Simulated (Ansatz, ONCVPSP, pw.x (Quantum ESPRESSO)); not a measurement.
## From atom to crystal: ONCV potential for carbon

```
Element                 : C
Generator               : ONCVPSP 4.0.1.1 (patched build)
Type                    : optimised norm-conserving Vanderbilt (ONCV)
Functional              : PBEsol
Relativity              : scalar-relativistic
Frozen core             : [He]
Valence charge          : 4
Reference configuration : 2s1 2p3
Partial waves           : 2s: rc 1.25 bohr, ncon 3, nbas 7, qcut 6.2 1/bohr, 2 projectors, debl 3.3 Ha; 2p: rc 1.50 bohr, ncon 4, nbas 7, qcut 5.7 1/bohr, 3 projectors, debl 2.8 Ha
Local potential         : polynomial inside 1.00 bohr (lpopt 5, dvloc0 4 Ha)
Core correction         : Teter function fitted to the true core (icmod 2), fcfact 0.65
```

Atomic tests: cutoffs needed: 23 Ha and 59 Ha (the cutoffs (Ha) at which the residual kinetic energy of the hardest occupied pseudo-wave falls to 1 and 0.1 mHa per electron); ghost test: no bound ghost flagged; no localised positive-energy state flagged; largest excitation error: +263 meV (all-electron minus pseudo) for 2s2 2p0, out of 4 test configurations.

Crystal test: diamond C in pw.x 7.5, no spin, 13³ k-points, Fermi–Dirac smearing 0.01 Ry, cutoffs 140/560 Ry. The reference is all-electron LAPW (Ansatz 0.2.0) with the same functional, mesh and smearing; V0 and B0 come from Birch–Murnaghan fits to the pressures at five volumes. Errors are pseudo minus all-electron; Δ is the rms difference of the E(V) curves that follow from these fits, minima aligned, over ±6 % about the mean V0. Mesh and smearing are coarse, so the numbers serve the comparison and aren't converged zero-temperature values; the lattice is a test structure that the element need not adopt.

All-electron: a0 = 3.554 Å (V0 = 5.61 Å³/atom), B0 = 450.3 GPa.

Problem. How far does the potential miss the all-electron equation of state?

Solution. mean pressure error (GPa): +0.97; a0 (Å): 3.557; a0 error (%): +0.08; B0 error (%): -1.7; Δ (meV/atom): 1.2.

```json
{"V (Å³/atom)": "5.318", "P all-electron (GPa)": "26.60", "P pseudo (GPa)": "27.34"}
{"V (Å³/atom)": "5.458", "P all-electron (GPa)": "13.07", "P pseudo (GPa)": "13.95"}
{"V (Å³/atom)": "5.598", "P all-electron (GPa)": "1.03", "P pseudo (GPa)": "2.02"}
{"V (Å³/atom)": "5.738", "P all-electron (GPa)": "-9.69", "P pseudo (GPa)": "-8.60"}
{"V (Å³/atom)": "5.878", "P all-electron (GPa)": "-19.23", "P pseudo (GPa)": "-18.07"}
```

Problem. At the middle volume, how do free energy and pressure move when the wave cutoff is lowered (ecutrho kept at four times it)?

Solution.

```
cutoff (Ry)  shift of F (meV/atom)  shift of P (GPa)
         63                  +55.8             -1.22
         84                  +45.0             +0.41
        112                  +13.1             -1.88
```

The run at the middle volume (84 k-points, 7 iterations) took about 34 s on one core of a shared host (Neoverse-N1, 64 threads, 124 GiB, load 55).
